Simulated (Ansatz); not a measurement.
Structure: COD 9012959, as refined from experiment and not relaxed. It is an old determination, and later ones may differ. The listed cell was then made from it by scaling, straining or moving an atom.

An input for Pb: DFT, PBEsol, PAW with Ansatz's default frozen-core files, scalar-relativistic (Ansatz 0.2.0). The PAW files were made with PBE; their cores are remade for this functional.

Command: `ansatz run input.yaml --threads 1 --pin off --max-ram 2048MiB --backend cpu --events-out ev --progress --plain --runs-dir out` The run took 1.6 s on 1 thread of AMD EPYC 9R45 96-Core Processor (Zen 5), with other jobs on the host, peak memory 0.43 GiB.

```yaml
crystal:
  lattice:
    - [0.0, 2.5023010956, 2.5023010956]
    - [2.5023010956, 0.0, 2.5023010956]
    - [2.5023010956, 2.5023010956, 0.0]
  atoms:
    - { symbol: Pb, position: [0.0, 0.0, 0.0] }
kpoints:
  mp_grid: { grid: [13, 13, 13] }
scf:
  occupations: { method: fermi_dirac, width: 0.08 }
hamiltonian:
  xc: pbesol
  pseudopotentials: { kind: paw }
output:
  forces: true
  stress: true
  eigenvalues: true
  efg: { contact_densities: true }
  write_density: true
  write_potential: true
  elf: true
  volumetric_format: npy
```

Set-up and iterations as logged by Ansatz (the results part is left out, to be predicted):

```
Engine: ansatz 0.2.0
Pseudopotentials: kind: paw
Pseudopotential: Pb, paw, valence charge 14, recommended cutoff 420 eV (normal)
Functional definition: PBEsol
  exchange = pbesol_x
  correlation = pbesol_c
Crystal: 1 atoms, lattice volume = 31.336 Å³
Basis set: ecut = 420 eV, 609 PW (Γ), exchange–correlation on 48×48×48 points (8 copies of the dense FFT grid, shifted against one another)
Bands: 11, of which v1, the nominal top of the filled ones, is band 7 counted from 1 (6 counted from 0)
Symmetry: 48 space group operations
Space group: Fm-3m (ITA 225), of the structure as read, at distance tolerance 3.2e-5 Å
k-points: 84 of 2197
Non-local potential: Pb, projectors of the file, l = 0: 2, l = 1: 2, l = 2: 2, l = 3: 2
PAW form: soft (Blöchl's): semilocal exchange-correlation on the pseudo side does not see the compensation charge
PAW frozen core: Pb, regenerated for the run's functional, and the local potential with it (the file was generated under x = pbe(κ = 0.804, μ = 0.2195149727645171), c = pbe(β = 0.06672455060314922))
PAW one-centre angular grid: Pb, 590 points (default); XC on 64 Gauss nodes
Initial density: superposition of atomic densities (neutral atoms: chi_scale 0, normalization atom), corrected by the library's trained network
Initial wavefunctions: pseudopotential atomic-orbital guess
Functional: x = pbesol(κ = 0.804, μ = 0.12345679012345678), c = pbesol(β = 0.046)
SCF iter   1: F=—  HF=-11754.941570 eV  |F-HF|=—  |Δ(HF+E_count)|=         —  Δρ=1.94e-3  dr2=8.48e-4  ethr=1.77e-3  ⟨swp⟩=5.6  Hψ=6063  notcnv=0
SCF iter   2: F=—  HF=-11754.940896 eV  |F-HF|=—  |Δ(HF+E_count)|=   6.74e-4  Δρ=1.09e-3  dr2=3.07e-4  ethr=6.05e-6  ⟨swp⟩=2.3  Hψ=2072  notcnv=0
SCF iter   3: F=—  HF=-11754.940797 eV  |F-HF|=—  |Δ(HF+E_count)|=   9.92e-5  Δρ=3.88e-4  dr2=4.32e-5  ethr=2.19e-6  ⟨swp⟩=2.0  Hψ=1497  notcnv=0
SCF iter   4: F=—  HF=-11754.940776 eV  |F-HF|=—  |Δ(HF+E_count)|=   2.09e-5  Δρ=6.39e-5  dr2=1.08e-6  ethr=3.09e-7  ⟨swp⟩=2.0  Hψ=1418  notcnv=0
iter 5 did not close the SCF: its close was put off for the readings that it lacked (scf_convergence_deferred on its scf_iter line)
SCF iter   5: F=-11754.940775 eV  HF=-11754.940775 eV  |F-HF|=3.40e-9  |Δ(HF+E_count)|=   4.79e-7  Δρ=6.51e-6  dr2=5.99e-9  ethr=7.70e-9  ⟨swp⟩=2.0  Hψ=1470  notcnv=0
SCF iter   6: F=-11754.940775 eV  HF=-11754.940775 eV  |F-HF|=1.13e-9  |Δ(HF+E_count)|=   4.91e-9  Δρ=1.67e-6  dr2=1.07e-9  ethr=4.28e-11  ⟨swp⟩=6.5  Hψ=5978  notcnv=0
```

(1) What pressure will this run report?

## Answers

(1) -1.79 GPa (positive in compression).
